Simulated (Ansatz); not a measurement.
A surface is cut from this relaxed crystal of Ti:

```
Ti
1.0
     4.51529    0.00000    0.00000
    -2.25765    3.91036    0.00000
     0.00000    0.00000    2.79879
Ti
3
Direct
  0.00000 0.00000 0.00000
  0.33333 0.66667 0.50000
  0.66667 0.33333 0.50000
```

Miller indices refer to the conventional cell of P6/mmm (No. 191), a = 4.515 Å, b = 4.515 Å, c = 2.799 Å, α = 90.00°, β = 90.00°, γ = 120.00°.

The (100) slab of 9 planes, 10.4 Å thick with 15 Å of vacuum as cut; outer planes Ti (top) and Ti (bottom).

Level of theory: DFT PBEsol, scalar-relativistic, plane waves, PAW (Ansatz). Plane waves to 420 eV, a k mesh through Γ of 12×8×1 on the computed 9-atom cell and Gaussian smearing (0.10 eV); no spin polarisation. A dipole correction removes the field between periodic images along c.

With the atoms at the bulk's places:

- Surface energy (mean of both faces): 2.47 J/m²
- Work function: 3.45 eV

(1) What changes when all atoms relax within this surface cell and its symmetry?

Answers

(1) The energy falls by 0.019 J/m² a face, and the largest move is 0.07 Å.

* Surface energy (mean of both faces): 2.45 J/m²
* Work function: 3.49 eV

```tsv
plane (bottom to top)	atoms	spacing to next, bulk (Å)	relaxed (Å)	change (%)
1	Ti	1.303	1.262	-3.2
2	Ti	1.303	1.260	-3.3
3	Ti	1.303	1.334	+2.3
4	Ti	1.303	1.287	-1.3
5	Ti	1.303	1.287	-1.3
6	Ti	1.303	1.334	+2.3
7	Ti	1.303	1.260	-3.3
8	Ti	1.303	1.262	-3.2
9	Ti
```

The reference crystal is a form of Ti, which isn't its usual structure.